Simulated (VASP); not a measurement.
# CoSi (Pm-3m) in VASP: a series of runs, part 2 of 9

VASP 6.6.1.

### 8 Equation of state, PBEsol, collinear spin, ferromagnetic start, 10.44 Å³/atom

INCAR reads:

```
PREC = Accurate
ENCUT = 700
EDIFF = 1E-7
ISMEAR = 1
SIGMA = 0.1
LREAL = False
LASPH = True
NELM = 100
ALGO = Normal
ISIF = 2
LWAVE = False
LCHARG = False
ISPIN = 2
MAGMOM = 2 0
LORBIT = 11
LMAXMIX = 4
GGA = PS
ADDGRID = False
```

KPOINTS reads:

```
Automatic mesh
0
Gamma
  15 15 15
```

POSCAR reads:

```
CoSi
1.0
    2.7532377962      0.0000000000      0.0000000000
    0.0000000000      2.7532377962      0.0000000000
    0.0000000000      0.0000000000      2.7532377962
Co Si
1 1
Direct
    0.0000000000      0.0000000000      0.0000000000
    0.5000000000      0.5000000000      0.5000000000
```

On the command line:

```bash
$ cat potpaw_PBE.64/Co/POTCAR potpaw_PBE.64/Si/POTCAR > POTCAR
$ mpirun -np 1 vasp_std > vasp.out
```

Wall time 22 s (1 thread of Intel Xeon 6975P-C (Granite Rapids), shared host); peak memory 0.2 GiB.

The run converged, but some of its settings lie outside the range that counts as converged, so its numbers aren't taken as properties of the crystal.

Results:

| Item | Value |
| --- | --- |
| Free energy | -14.5468 eV |
| Pressure | 0.2 GPa |
| Band gap on the k mesh | none (metal or under the smearing width) |
| Net moment | 0.51 μB per cell |
| Site moments | Co +0.50; Si +0.01 μB |
| Valence electrons inside the program's atomic spheres | Co 8.70; Si 1.59 |

Caveat: the PAW data sets were made with another functional, which shifts forces and pressure a little.

### 9 Equation of state, PBEsol, collinear spin, ferromagnetic start, 11.08 Å³/atom

INCAR is that of step 8.

KPOINTS is that of step 8.

POSCAR reads:

```
CoSi
1.0
    2.8088737514      0.0000000000      0.0000000000
    0.0000000000      2.8088737514      0.0000000000
    0.0000000000      0.0000000000      2.8088737514
Co Si
1 1
Direct
    0.0000000000      0.0000000000      0.0000000000
    0.5000000000      0.5000000000      0.5000000000
```

Potentials or basis: VASP PAW PBE potentials, release 64 (Co, Si).

On the command line:

```bash
$ cat potpaw_PBE.64/Co/POTCAR potpaw_PBE.64/Si/POTCAR > POTCAR
$ mpirun -np 1 vasp_std > vasp.out
```

It took 22 s on 1 thread of Intel Xeon 6975P-C (Granite Rapids), shared host; peak memory 0.21 GiB.

The run converged, but some of its settings lie outside the range that counts as converged, so its numbers aren't taken as properties of the crystal.

What came out:

```yaml
Free_energy: -14.4962 eV
Pressure: -12.0 GPa
Band_gap_on_the_k_mesh: none (metal or under the smearing width)
Net_moment: 0.57 μB per cell
Site_moments: Co +0.57; Si +0.01 μB
Valence_electrons_inside_the_program's_atomic_spheres: Co 8.54; Si 1.55
```

Caveat: the PAW data sets were made with another functional, which shifts forces and pressure a little.

### 10 Equation of state, PBEsol, collinear spin, ferromagnetic start, 10.44 Å³/atom

INCAR, as its differences from that of step 9:

```diff
@@ -1,3 +1,3 @@
 PREC = Accurate
-ENCUT = 700
+ENCUT = 550
 EDIFF = 1E-7
```

KPOINTS reads:

```
Automatic mesh
0
Gamma
  17 17 17
```

POSCAR reads:

```
CoSi
1.0
    2.7532377962      0.0000000000      0.0000000000
    0.0000000000      2.7532377962      0.0000000000
    0.0000000000      0.0000000000      2.7532377962
Co Si
1 1
Direct
    0.0000000000      0.0000000000      0.0000000000
    0.5000000000      0.5000000000      0.5000000000
```

On the command line:

```bash
$ cat potpaw_PBE.64/Co/POTCAR potpaw_PBE.64/Si/POTCAR > POTCAR
$ mpirun -np 1 vasp_std > vasp.out
```

It took 26 s on 1 thread of Intel Xeon 6975P-C (Granite Rapids), shared host; peak memory 0.2 GiB.

The run converged, but some of its settings lie outside the range that counts as converged, so its numbers aren't taken as properties of the crystal.

What came out:

```yaml
Free_energy: -14.5471 eV
Pressure: -0.1 GPa
Band_gap_on_the_k_mesh: none (metal or under the smearing width)
Net_moment: 0.48 μB per cell
Site_moments: Co +0.48; Si +0.01 μB
Valence_electrons_inside_the_program's_atomic_spheres: Co 8.70; Si 1.59
```

Caveat: the PAW data sets were made with another functional, which shifts forces and pressure a little.

### 11 Equation of state, PBEsol, collinear spin, ferromagnetic start, 11.08 Å³/atom

INCAR is that of step 10.

KPOINTS is that of step 10.

POSCAR reads:

```
CoSi
1.0
    2.8088737514      0.0000000000      0.0000000000
    0.0000000000      2.8088737514      0.0000000000
    0.0000000000      0.0000000000      2.8088737514
Co Si
1 1
Direct
    0.0000000000      0.0000000000      0.0000000000
    0.5000000000      0.5000000000      0.5000000000
```

On the command line:

```bash
$ cat potpaw_PBE.64/Co/POTCAR potpaw_PBE.64/Si/POTCAR > POTCAR
$ mpirun -np 1 vasp_std > vasp.out
```

It took 27 s on 1 thread of Intel Xeon 6975P-C (Granite Rapids), shared host; peak memory 0.2 GiB.

These settings aren't checked as converged: the numbers below hold their error.

What came out:

```
Free energy                                           : -14.4966 eV
Pressure                                              : -11.9 GPa
Band gap on the k mesh                                : none (metal or under the smearing width)
Net moment                                            : 0.56 μB per cell
Site moments                                          : Co +0.56; Si +0.01 μB
Valence electrons inside the program's atomic spheres : Co 8.54; Si 1.56
```

Caveat: the PAW data sets were made with another functional, which shifts forces and pressure a little.

### 12 Equation of state, PBEsol, collinear spin, ferromagnetic start, 10.44 Å³/atom

INCAR, as its differences from that of step 11:

```diff
@@ -1,3 +1,3 @@
 PREC = Accurate
-ENCUT = 550
+ENCUT = 700
 EDIFF = 1E-7
```

KPOINTS is that of step 11.

POSCAR reads:

```
CoSi
1.0
    2.7532377962      0.0000000000      0.0000000000
    0.0000000000      2.7532377962      0.0000000000
    0.0000000000      0.0000000000      2.7532377962
Co Si
1 1
Direct
    0.0000000000      0.0000000000      0.0000000000
    0.5000000000      0.5000000000      0.5000000000
```

Potentials or basis: VASP PAW PBE potentials, release 64 (Co, Si).

On the command line:

```bash
$ cat potpaw_PBE.64/Co/POTCAR potpaw_PBE.64/Si/POTCAR > POTCAR
$ mpirun -np 1 vasp_std > vasp.out
```

It took 28 s on 1 thread of Intel Xeon 6975P-C (Granite Rapids), shared host; peak memory 0.23 GiB.

These settings aren't checked as converged: the numbers below hold their error.

Results:

* Free energy: -14.5472 eV
* Pressure: -0.1 GPa
* Band gap on the k mesh: none (metal or under the smearing width)
* Net moment: 0.48 μB per cell
* Site moments: Co +0.48; Si +0.01 μB
* Valence electrons inside the program's atomic spheres: Co 8.70; Si 1.59

Caveat: the PAW data sets were made with another functional, which shifts forces and pressure a little.

### 13 Equation of state, PBEsol, collinear spin, ferromagnetic start, 11.08 Å³/atom

INCAR is that of step 12.

KPOINTS is that of step 12.

POSCAR reads:

```
CoSi
1.0
    2.8088737514      0.0000000000      0.0000000000
    0.0000000000      2.8088737514      0.0000000000
    0.0000000000      0.0000000000      2.8088737514
Co Si
1 1
Direct
    0.0000000000      0.0000000000      0.0000000000
    0.5000000000      0.5000000000      0.5000000000
```

On the command line:

```bash
$ cat potpaw_PBE.64/Co/POTCAR potpaw_PBE.64/Si/POTCAR > POTCAR
$ mpirun -np 1 vasp_std > vasp.out
```

It took 30 s on 1 thread of Intel Xeon 6975P-C (Granite Rapids), shared host; peak memory 0.23 GiB.

The run converged, but some of its settings lie outside the range that counts as converged, so its numbers aren't taken as properties of the crystal.

What came out:

```
Free energy                                           : -14.4965 eV
Pressure                                              : -11.9 GPa
Band gap on the k mesh                                : none (metal or under the smearing width)
Net moment                                            : 0.55 μB per cell
Site moments                                          : Co +0.56; Si +0.01 μB
Valence electrons inside the program's atomic spheres : Co 8.54; Si 1.56
```

Caveat: the PAW data sets were made with another functional, which shifts forces and pressure a little.

### 14 Equation of state, PBEsol, collinear spin, ferromagnetic start, 10.44 Å³/atom

INCAR, as its differences from that of step 13:

```diff
@@ -1,3 +1,3 @@
 PREC = Accurate
-ENCUT = 700
+ENCUT = 900
 EDIFF = 1E-7
```

KPOINTS reads:

```
Automatic mesh
0
Gamma
  15 15 15
```

POSCAR reads:

```
CoSi
1.0
    2.7532377962      0.0000000000      0.0000000000
    0.0000000000      2.7532377962      0.0000000000
    0.0000000000      0.0000000000      2.7532377962
Co Si
1 1
Direct
    0.0000000000      0.0000000000      0.0000000000
    0.5000000000      0.5000000000      0.5000000000
```

On the command line:

```bash
$ cat potpaw_PBE.64/Co/POTCAR potpaw_PBE.64/Si/POTCAR > POTCAR
$ mpirun -np 1 vasp_std > vasp.out
```

Run time: 44 s. Hardware: 1 thread of Intel Xeon 6975P-C (Granite Rapids), shared host; peak memory 0.26 GiB.

The run converged, but some of its settings lie outside the range that counts as converged, so its numbers aren't taken as properties of the crystal.

What came out:

```yaml
Free_energy: -14.5467 eV
Pressure: 0.2 GPa
Band_gap_on_the_k_mesh: none (metal or under the smearing width)
Net_moment: 0.51 μB per cell
Site_moments: Co +0.50; Si +0.01 μB
Valence_electrons_inside_the_program's_atomic_spheres: Co 8.70; Si 1.59
```

Caveat: the PAW data sets were made with another functional, which shifts forces and pressure a little.

### 15 Equation of state, PBEsol, collinear spin, ferromagnetic start, 11.08 Å³/atom

INCAR is that of step 14.

KPOINTS is that of step 14.

POSCAR reads:

```
CoSi
1.0
    2.8088737514      0.0000000000      0.0000000000
    0.0000000000      2.8088737514      0.0000000000
    0.0000000000      0.0000000000      2.8088737514
Co Si
1 1
Direct
    0.0000000000      0.0000000000      0.0000000000
    0.5000000000      0.5000000000      0.5000000000
```

Potentials or basis: VASP PAW PBE potentials, release 64 (Co, Si).

On the command line:

```bash
$ cat potpaw_PBE.64/Co/POTCAR potpaw_PBE.64/Si/POTCAR > POTCAR
$ mpirun -np 1 vasp_std > vasp.out
```

It took 44 s on 1 thread of Intel Xeon 6975P-C (Granite Rapids), shared host; peak memory 0.26 GiB.

The run converged, but some of its settings lie outside the range that counts as converged, so its numbers aren't taken as properties of the crystal.

What came out:

```yaml
Free_energy: -14.4962 eV
Pressure: -12.0 GPa
Band_gap_on_the_k_mesh: none (metal or under the smearing width)
Net_moment: 0.57 μB per cell
Site_moments: Co +0.57; Si +0.01 μB
Valence_electrons_inside_the_program's_atomic_spheres: Co 8.54; Si 1.55
```

Caveat: the PAW data sets were made with another functional, which shifts forces and pressure a little.

### 16 Equation of state, PBEsol, collinear spin, ferromagnetic start, 10.44 Å³/atom

INCAR, as its differences from that of step 15:

```diff
@@ -1,6 +1,6 @@
 PREC = Accurate
-ENCUT = 900
+ENCUT = 300
 EDIFF = 1E-7
 ISMEAR = 1
-SIGMA = 0.1
+SIGMA = 0.15
 LREAL = False
```

KPOINTS reads:

```
Automatic mesh
0
Gamma
  9 9 9
```

POSCAR reads:

```
CoSi
1.0
    2.7532377962      0.0000000000      0.0000000000
    0.0000000000      2.7532377962      0.0000000000
    0.0000000000      0.0000000000      2.7532377962
Co Si
1 1
Direct
    0.0000000000      0.0000000000      0.0000000000
    0.5000000000      0.5000000000      0.5000000000
```

On the command line:

```bash
$ cat potpaw_PBE.64/Co/POTCAR potpaw_PBE.64/Si/POTCAR > POTCAR
$ mpirun -np 1 vasp_std > vasp.out
```

It took 3.8 s on 1 thread of Intel Xeon 6975P-C (Granite Rapids), shared host; peak memory 0.12 GiB.

These settings aren't checked as converged: the numbers below hold their error.

Results:

```yaml
Free_energy: -14.5432 eV
Band_gap_on_the_k_mesh: none (metal or under the smearing width)
Net_moment: 0.41 μB per cell
Site_moments: Co +0.40; Si +0.01 μB
Valence_electrons_inside_the_program's_atomic_spheres: Co 8.69; Si 1.59
```

Caveat: the cutoff is under 1.25 times the usual one of these potentials, so pressure, stress and relaxed cells hold a basis-set (Pulay) error; the PAW data sets were made with another functional, which shifts forces and pressure a little.

### 17 Equation of state, PBEsol, collinear spin, ferromagnetic start, 11.08 Å³/atom

INCAR is that of step 16.

KPOINTS is that of step 16.

POSCAR reads:

```
CoSi
1.0
    2.8088737514      0.0000000000      0.0000000000
    0.0000000000      2.8088737514      0.0000000000
    0.0000000000      0.0000000000      2.8088737514
Co Si
1 1
Direct
    0.0000000000      0.0000000000      0.0000000000
    0.5000000000      0.5000000000      0.5000000000
```

On the command line:

```bash
$ cat potpaw_PBE.64/Co/POTCAR potpaw_PBE.64/Si/POTCAR > POTCAR
$ mpirun -np 1 vasp_std > vasp.out
```

Wall time 3.8 s (1 thread of Intel Xeon 6975P-C (Granite Rapids), shared host); peak memory 0.12 GiB.

These settings aren't checked as converged: the numbers below hold their error.

Results:

```yaml
Free_energy: -14.4981 eV
Band_gap_on_the_k_mesh: none (metal or under the smearing width)
Net_moment: 0.48 μB per cell
Site_moments: Co +0.49; Si +0.01 μB
Valence_electrons_inside_the_program's_atomic_spheres: Co 8.53; Si 1.57
```

Caveat: the cutoff is under 1.25 times the usual one of these potentials, so pressure, stress and relaxed cells hold a basis-set (Pulay) error; the PAW data sets were made with another functional, which shifts forces and pressure a little.

### 18 Equation of state, PBEsol, collinear spin, ferromagnetic start, 10.44 Å³/atom

INCAR, as its differences from that of step 17:

```diff
@@ -1,3 +1,3 @@
 PREC = Accurate
-ENCUT = 300
+ENCUT = 350
 EDIFF = 1E-7
```

KPOINTS is that of step 17.

POSCAR reads:

```
CoSi
1.0
    2.7532377962      0.0000000000      0.0000000000
    0.0000000000      2.7532377962      0.0000000000
    0.0000000000      0.0000000000      2.7532377962
Co Si
1 1
Direct
    0.0000000000      0.0000000000      0.0000000000
    0.5000000000      0.5000000000      0.5000000000
```

Potentials or basis: VASP PAW PBE potentials, release 64 (Co, Si).

On the command line:

```bash
$ cat potpaw_PBE.64/Co/POTCAR potpaw_PBE.64/Si/POTCAR > POTCAR
$ mpirun -np 1 vasp_std > vasp.out
```

It took 5.7 s on 1 thread of Intel Xeon 6975P-C (Granite Rapids), shared host; peak memory 0.12 GiB.

These settings aren't checked as converged: the numbers below hold their error.

Results:

```yaml
Free_energy: -14.5481 eV
Pressure: -1.0 GPa
Band_gap_on_the_k_mesh: none (metal or under the smearing width)
Net_moment: 0.41 μB per cell
Site_moments: Co +0.40; Si +0.01 μB
Valence_electrons_inside_the_program's_atomic_spheres: Co 8.69; Si 1.58
```

Caveat: the PAW data sets were made with another functional, which shifts forces and pressure a little.

### 19 Equation of state, PBEsol, collinear spin, ferromagnetic start, 11.08 Å³/atom

INCAR is that of step 18.

KPOINTS is that of step 18.

POSCAR reads:

```
CoSi
1.0
    2.8088737514      0.0000000000      0.0000000000
    0.0000000000      2.8088737514      0.0000000000
    0.0000000000      0.0000000000      2.8088737514
Co Si
1 1
Direct
    0.0000000000      0.0000000000      0.0000000000
    0.5000000000      0.5000000000      0.5000000000
```

On the command line:

```bash
$ cat potpaw_PBE.64/Co/POTCAR potpaw_PBE.64/Si/POTCAR > POTCAR
$ mpirun -np 1 vasp_std > vasp.out
```

It took 5.8 s on 1 thread of Intel Xeon 6975P-C (Granite Rapids), shared host; peak memory 0.12 GiB.

The run converged, but some of its settings lie outside the range that counts as converged, so its numbers aren't taken as properties of the crystal.

Results:

| Item | Value |
| --- | --- |
| Free energy | -14.5017 eV |
| Pressure | -11.5 GPa |
| Band gap on the k mesh | none (metal or under the smearing width) |
| Net moment | 0.48 μB per cell |
| Site moments | Co +0.49; Si +0.01 μB |
| Valence electrons inside the program's atomic spheres | Co 8.53; Si 1.56 |

Caveat: the PAW data sets were made with another functional, which shifts forces and pressure a little.

### 20 Equation of state, PBEsol, collinear spin, ferromagnetic start, 10.44 Å³/atom

INCAR, as its differences from that of step 19:

```diff
@@ -1,3 +1,3 @@
 PREC = Accurate
-ENCUT = 350
+ENCUT = 300
 EDIFF = 1E-7
```

KPOINTS reads:

```
Automatic mesh
0
Gamma
  10 10 10
```

POSCAR reads:

```
CoSi
1.0
    2.7532377962      0.0000000000      0.0000000000
    0.0000000000      2.7532377962      0.0000000000
    0.0000000000      0.0000000000      2.7532377962
Co Si
1 1
Direct
    0.0000000000      0.0000000000      0.0000000000
    0.5000000000      0.5000000000      0.5000000000
```

On the command line:

```bash
$ cat potpaw_PBE.64/Co/POTCAR potpaw_PBE.64/Si/POTCAR > POTCAR
$ mpirun -np 1 vasp_std > vasp.out
```

Run time: 4.8 s. Hardware: 1 thread of Intel Xeon 6975P-C (Granite Rapids), shared host; peak memory 0.12 GiB.

The run converged, but some of its settings lie outside the range that counts as converged, so its numbers aren't taken as properties of the crystal.

Results:

| Item | Value |
| --- | --- |
| Free energy | -14.5475 eV |
| Band gap on the k mesh | none (metal or under the smearing width) |
| Net moment | 0.51 μB per cell |
| Site moments | Co +0.51; Si +0.01 μB |
| Valence electrons inside the program's atomic spheres | Co 8.68; Si 1.60 |

Caveat: the cutoff is under 1.25 times the usual one of these potentials, so pressure, stress and relaxed cells hold a basis-set (Pulay) error; the PAW data sets were made with another functional, which shifts forces and pressure a little.

### 21 Equation of state, PBEsol, collinear spin, ferromagnetic start, 11.08 Å³/atom

INCAR is that of step 20.

KPOINTS is that of step 20.

POSCAR reads:

```
CoSi
1.0
    2.8088737514      0.0000000000      0.0000000000
    0.0000000000      2.8088737514      0.0000000000
    0.0000000000      0.0000000000      2.8088737514
Co Si
1 1
Direct
    0.0000000000      0.0000000000      0.0000000000
    0.5000000000      0.5000000000      0.5000000000
```

Potentials or basis: VASP PAW PBE potentials, release 64 (Co, Si).

On the command line:

```bash
$ cat potpaw_PBE.64/Co/POTCAR potpaw_PBE.64/Si/POTCAR > POTCAR
$ mpirun -np 1 vasp_std > vasp.out
```

Wall time 4.7 s (1 thread of Intel Xeon 6975P-C (Granite Rapids), shared host); peak memory 0.12 GiB.

These settings aren't checked as converged: the numbers below hold their error.

What came out:

- Free energy: -14.5002 eV
- Band gap on the k mesh: none (metal or under the smearing width)
- Net moment: 0.54 μB per cell
- Site moments: Co +0.55; Si +0.01 μB
- Valence electrons inside the program's atomic spheres: Co 8.53; Si 1.56

Caveat: the cutoff is under 1.25 times the usual one of these potentials, so pressure, stress and relaxed cells hold a basis-set (Pulay) error; the PAW data sets were made with another functional, which shifts forces and pressure a little.

### 22 Equation of state, PBEsol, collinear spin, ferromagnetic start, 10.44 Å³/atom

INCAR, as its differences from that of step 21:

```diff
@@ -1,3 +1,3 @@
 PREC = Accurate
-ENCUT = 300
+ENCUT = 400
 EDIFF = 1E-7
```

KPOINTS reads:

```
Automatic mesh
0
Gamma
  9 9 9
```

POSCAR reads:

```
CoSi
1.0
    2.7532377962      0.0000000000      0.0000000000
    0.0000000000      2.7532377962      0.0000000000
    0.0000000000      0.0000000000      2.7532377962
Co Si
1 1
Direct
    0.0000000000      0.0000000000      0.0000000000
    0.5000000000      0.5000000000      0.5000000000
```

On the command line:

```bash
$ cat potpaw_PBE.64/Co/POTCAR potpaw_PBE.64/Si/POTCAR > POTCAR
$ mpirun -np 1 vasp_std > vasp.out
```

Wall time 5.9 s (1 thread of Intel Xeon 6975P-C (Granite Rapids), shared host); peak memory 0.13 GiB.

These settings aren't checked as converged: the numbers below hold their error.

Results:

| Property | Result |
| --- | --- |
| Free energy | -14.5475 eV |
| Pressure | -0.9 GPa |
| Band gap on the k mesh | none (metal or under the smearing width) |
| Net moment | 0.41 μB per cell |
| Site moments | Co +0.40; Si +0.01 μB |
| Valence electrons inside the program's atomic spheres | Co 8.70; Si 1.58 |

Caveat: the PAW data sets were made with another functional, which shifts forces and pressure a little.

(Continued in part 3 of 9.)
